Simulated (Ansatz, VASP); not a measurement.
# One calculation of InAs, two programs

```
In As
1.0
     0.00000    2.78208    2.78208
     2.78208    0.00000    2.78208
     2.78208    2.78208    0.00000
In As
1 1
Direct
  0.00000 0.00000 0.00000
  0.75000 0.75000 0.75000
```

Change from the starting cell: strain -0.080 along x and y, -0.080 along z, atoms carried along.

Alike in both runs: task single point; functional PBEsol; k mesh 14 × 14 × 14; occupations gaussian, width 0.15 eV; no spin polarisation.

|  | VASP | Ansatz |
| --- | --- | --- |
| version | VASP 6.6.1 | Ansatz 0.2.0 |
| potentials or method | VASP PAW PBE potentials, release 64 (In_d, As) | scalar-relativistic, plane waves, PAW |
| plane-wave cutoff (eV) | 520 | 420 |
| valence electrons in the cell | 18 | 28 |

```tsv
	VASP	Ansatz	Ansatz less VASP
gap on the k mesh at the Fermi level (eV)	0.92	0.93	+0.014
least direct gap on the mesh (eV)	0.96	0.94	-0.016
pressure (GPa)	28.4	28.2	-0.26
```

With one functional, cell and mesh, what is left measures potentials, basis and numerics. The two sets of potentials don't hold the same shells in valence.

Caveats: so large a pressure means that the cell lies far from this level's equilibrium, or that cutoff or potentials fall short (VASP); the potentials were made for another functional, which shifts forces and pressure (VASP); spin-orbit coupling is left out, which moves the levels of the heavy elements. A k mesh can miss the band edges.
